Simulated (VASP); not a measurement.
Here is a VASP 6.6.1 calculation.

INCAR

```
PREC     = Accurate       # precision mode
ENCUT    = 600            # plane-wave cutoff, eV
EDIFF    = 1E-6           # SCF threshold, eV
ISMEAR   = 0              # smearing method
SIGMA    = 0.03           # smearing width, eV
LREAL    = False          # projectors in reciprocal space
LASPH    = True           # aspherical terms in the spheres
NELM     = 80             # most SCF steps
ALGO     = Normal         # electronic algorithm
ISIF     = 3              # what is computed and relaxed
LWAVE    = False          # write WAVECAR
LCHARG   = False          # write CHGCAR
GGA      = PE             # functional
IBRION   = 2              # ionic algorithm
NSW      = 90             # ionic steps
EDIFFG   = -0.01          # ionic threshold
```

Contents of KPOINTS:

```
Automatic mesh
0
Gamma
  12 12 12
```

POSCAR

```
MgO
1.0
    0.0000000000      2.1085000000      2.1085000000
    2.1085000000      0.0000000000      2.1085000000
    2.1085000000      2.1085000000      0.0000000000
Mg O
1 1
Direct
    0.0000000000      0.0000000000      0.0000000000
    0.5000000000      0.5000000000      0.5000000000
```

Potentials or basis: VASP PAW PBE potentials, release 64 (Mg, O).

Command:

```console
$ cat potpaw_PBE.64/Mg/POTCAR potpaw_PBE.64/O/POTCAR > POTCAR
$ mpirun -np 1 vasp_std > vasp.out
```

(1) Estimate the relaxed cell.

(2) Predict the relaxed volume.

(3) Predict the space group after relaxing (to 0.05 Å).

Answers

(1) a = 3.002 Å, b = 3.002 Å, c = 3.002 Å, α = 60.00°, β = 60.00°, γ = 60.00°.

(2) 9.56 Å³/atom.

(3) Fm-3m (No. 225).
